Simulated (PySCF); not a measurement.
## Structure from NMR data

The spectra below were simulated for a compound C3H9N.

1H NMR (500 MHz, computed): δ 2.71 (t, 2H), 1.46 (m, 2H), 0.93 (t, 3H), 0.51 (br s, 2H).

13C{1H} NMR (computed): δ 51.1 (CH2), 31.2 (CH2), 14.7 (CH3).

[PySCF: B97-2/pcSseg-2 with gauge-including orbitals; PBE0-D3(BJ)/def2-TZVP geometry; no solvent; non-relativistic; one computed conformer; rapidly exchanging positions averaged]

Referencing at the same level of theory: 1H (σ = 31.64 ppm), 13C (σ = 185.38 ppm) vs TMS.

Task: Propose a structure and justify it.

Result: 
1. The formula gives 0 degrees of unsaturation.
2. 3 carbon signals for 3 carbons: no two carbons are equivalent.
3. Carbon types of the structure: 2 × CH2, 1 × CH3, leaving 2 H on heteroatoms.
4. δC 51.1: sp3 CH2 bonded to N; the inductive effect lowers its shielding.
5. δC 31.2: sp3 CH2; a saturated carbon with 2 carbon neighbours and no heteroatom attached.
6. δC 14.7: methyl carbon; saturated and bonded to C and H only.
7. δH 2.71: hydrogen on an sp3 CH2 bonded to N; its carbon carries N, hence the downfield position.
8. δH 1.46: hydrogen on an sp3 CH2.
9. δH 0.93: hydrogen on a methyl carbon; far from electronegative atoms and π systems.
10. δH 0.51: hydrogen on an amine nitrogen; exchangeable, gas-phase position.

Structure: `CCCN`.

OH and NH positions are those of a molecule without intermolecular hydrogen bonds; in solution they move with solvent, concentration and temperature, and exchange usually removes their couplings. Shifts are as computed. Against solution values, carbons near 30 ppm lie about +3 ppm off and those near 130 ppm about +7 ppm. Of 1309 compounds with measured shifts, 239 miss one by over three times the rms of a fit or turn the order of signals round; such compounds aren't used in these exercises. Multiplicities follow the n + 1 count of equivalent neighbours, as no J values were calculated; m marks all less simple cases, F and P coupling included.
